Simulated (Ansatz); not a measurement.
**Cs: strain and displacement**

```yaml
crystal:
  lattice:
    - [5.50390, 0.00000, 0.00000]
    - [-2.75195, 4.76652, 0.00000]
    - [0.00000, 0.00000, 8.90801]
  atoms:
    - { symbol: Cs, position: [0.33333, 0.66667, 0.25000] }
    - { symbol: Cs, position: [0.66667, 0.33333, 0.75000] }
```

Atoms are numbered in the order listed.

The structure comes from a relaxation in the same program, started in the hcp type, and has space group P6_3/mmc. Whether it is a known phase or the ground state wasn't checked.

No spin–orbit coupling, which matters for the heavy atoms here.

These are results of Ansatz 0.2.0, DFT, PBE, all-electron PAW with datasets made for the crystal, scalar-relativistic, not measurements.

Settings: a Γ-centred 12×12×6 k mesh, Fermi–Dirac smearing of 0.05 eV, cutoff 160 eV (chosen by the program for this cell), no spin polarisation.

The unchanged cell is at 0.01 GPa, so energy changes include a term −P ΔV where the volume moves.

In a metal, stresses and small energies carry noise from the k mesh.

x, y and z are the Cartesian axes of the cell as listed; fractional coordinates follow a strain, and an engineering shear is twice the off-diagonal strain component.

One change gave: energy change +1 meV/atom; stress change (xx, yy, zz, yz, xz, xy) 0.08, 0.08, 0.04, 0.00, 0.00, 0.00 GPa, compression positive. Which change was it?
A. x and y strained by -1.5 %, z held
B. x and y strained by -4 %, z held
C. atom 1 (Cs) moved by (0.0300, 0.0000, 0.0000) Å

A. For x and y strained by -4 %, z held: energy change +7 meV/atom; stress change (xx, yy, zz, yz, xz, xy) 0.23, 0.23, 0.10, 0.00, 0.00, 0.00 GPa, compression positive. For atom 1 (Cs) moved by (0.0300, 0.0000, 0.0000) Å: energy change under 1 meV/atom; stress change (xx, yy, zz, yz, xz, xy) 0.00, 0.00, 0.00, 0.00, 0.00, 0.00 GPa, compression positive.
